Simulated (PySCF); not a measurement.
Geometries of 2 isomers of [C6H5O]- (charge -1), from PySCF 2.14.0, PBE0-D3(BJ)/def2-SVP geometry optimisation, gas phase. One conformer each, no zero-point energy, no frequencies.

Question: Which is lower in electronic energy at this level?
A.
```xyz
12
angstrom
O     -1.807   -2.006    0.227
C     -0.947   -1.095    0.210
C     -1.277    0.318    0.209
C     -0.317    1.318    0.185
C      1.056    1.026    0.163
C      1.427   -0.327    0.166
C      0.483   -1.343    0.189
H     -2.345    0.565    0.226
H     -0.642    2.367    0.184
H      1.806    1.822    0.143
H      2.493   -0.592    0.149
H      0.792   -2.394    0.191
```
B.
```xyz
12
angstrom
O     -2.884    1.217    0.311
C     -2.152    0.332   -0.126
C     -0.729    0.239   -0.085
C      0.195    1.170    0.484
C      1.479    0.672    0.293
C      1.384   -0.577   -0.398
C      0.038   -0.841   -0.628
H     -2.626   -0.558   -0.643
H     -0.091    2.101    0.976
H      2.410    1.150    0.615
H      2.226   -1.211   -0.691
H     -0.382   -1.715   -1.134
```

Answer: A. That is phenolate, `[O-]c1ccccc1`, 8.9 kcal/mol below the other.

```json
{"SMILES": "[O-]c1ccccc1", "atoms numbered as above": "[O-:1][c:2]1[cH:3][cH:4][cH:5][cH:6][cH:7]1", "E (Eh)": "-306.32644", "relative (kcal/mol)": "0.0", "relative (kJ/mol)": "0.0", "dipole about centre of mass (D)": "3.55"}
{"SMILES": "O=C[c-]1cccc1", "atoms numbered as above": "[O:1]=[CH:2][c-:3]1[cH:4][cH:5][cH:6][cH:7]1", "E (Eh)": "-306.31218", "relative (kcal/mol)": "8.9", "relative (kJ/mol)": "37.4", "dipole about centre of mass (D)": "1.61"}
```
